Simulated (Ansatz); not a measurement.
Consider the formal exchange of groups at the Se–C bond: `C[Se]B(O)O` + trifluoromethane → `OB(O)[Se]C(F)(F)F` + CH₄.

Program: Ansatz. Geometries: PBE0-D4/def2-TZVP. ΔE: electronic, gas phase. CCSD(T)/CBS is the MP2 limit (def2-TZVPP, def2-QZVPP) plus CCSD(T) − MP2 in def2-TZVPP, frozen cores. This one scheme is used for every species. Functionals use def2-TZVPP. B3LYP here is the variant with VWN-RPA as its local correlation; programs differ in this. For Se outer-core shells are correlated without core-valence functions, which leaves a few kJ/mol of doubt a bond. Scalar relativity is left out up to krypton. Each species was taken in one conformer, which may not be the lowest.

`C[Se]B(O)O`:

```xyz
10

C    -1.183    1.371   -0.370
Se   -0.685   -0.333   -1.178
B     0.673   -0.886    0.121
O     0.951   -0.077    1.175
O     1.348   -2.065   -0.009
H    -0.316    2.025   -0.329
H    -1.574    1.201    0.630
H    -1.952    1.805   -1.005
H     1.632   -0.453    1.742
H     1.104   -2.587   -0.776
```

`FC(F)F`:

Cartesian coordinates in Å:
```
F 0.339 1.253 -0.188
C 0.005 -0.012 0.059
F -1.251 -0.203 -0.340
F 0.801 -0.806 -0.655
H 0.105 -0.232 1.124
```

`OB(O)[Se]C(F)(F)F`:

```xyz
10

O    -0.984   -1.082    0.702
B    -1.070    0.264    0.623
O    -2.035    0.943    1.284
Se    0.117    1.454   -0.436
C     1.479    0.137   -0.917
F     2.299    0.664   -1.817
F     2.210   -0.257    0.126
F     0.954   -0.984   -1.454
H    -0.332   -1.498    0.134
H    -2.638    0.359    1.755
```

CH₄:

```xyz
5

C     0.000    0.000    0.000
H    -0.696   -0.836   -0.056
H    -0.331    0.793   -0.670
H     0.994   -0.335   -0.296
H     0.033    0.378    1.022
```

```
             level  ΔE (kJ/mol)  difference from CCSD(T)/CBS
            PBE-D4         -1.7                        -12.1
         r2SCAN-D4         -2.3                        -12.7
           PBE0-D4          6.2                         -4.2
          B3LYP-D4          2.6                         -7.8
           ωB97X-V          3.9                         -6.5
           ωB97M-V          1.1                         -9.3
            B2PLYP          9.6                         -0.8
               PBE          1.2                         -9.2
            r2SCAN         -1.5                        -11.9
              PBE0          8.8                         -1.6
             B3LYP          7.2                         -3.2
     HF/def2-TZVPP         27.6                         17.2
    MP2/def2-TZVPP         14.8                          4.4
SCS-MP2/def2-TZVPP         16.6                          6.2
   CCSD/def2-TZVPP         16.0                          5.6
CCSD(T)/def2-TZVPP         12.4                          2.0
     HF/def2-QZVPP         27.9                         17.5
    MP2/def2-QZVPP         13.7                          3.3
SCS-MP2/def2-QZVPP         15.9                          5.5
      HF/CBS(def2)         28.0                         17.6
     MP2/CBS(def2)         12.7                          2.3
    CCSD/CBS(def2)         14.0                          3.6
       CCSD(T)/CBS         10.4                            0
```

Largest T1 diagnostic among the species: 0.012.

The D4 term adds −4.6 kJ/mol with B3LYP and −2.6 kJ/mol with PBE0; it sums over pairs of atoms, weighted by their polarisabilities, and B3LYP, whose exchange is more repulsive, gets the larger term. From PBE to PBE0 (25 % exact exchange), in def2-TZVPP and without D4, ΔE moves by +7.6 kJ/mol.

CCSD(T)/CBS has its own doubt, a few kJ/mol and more with outer-core shells, so smaller differences from it don't rank the levels.
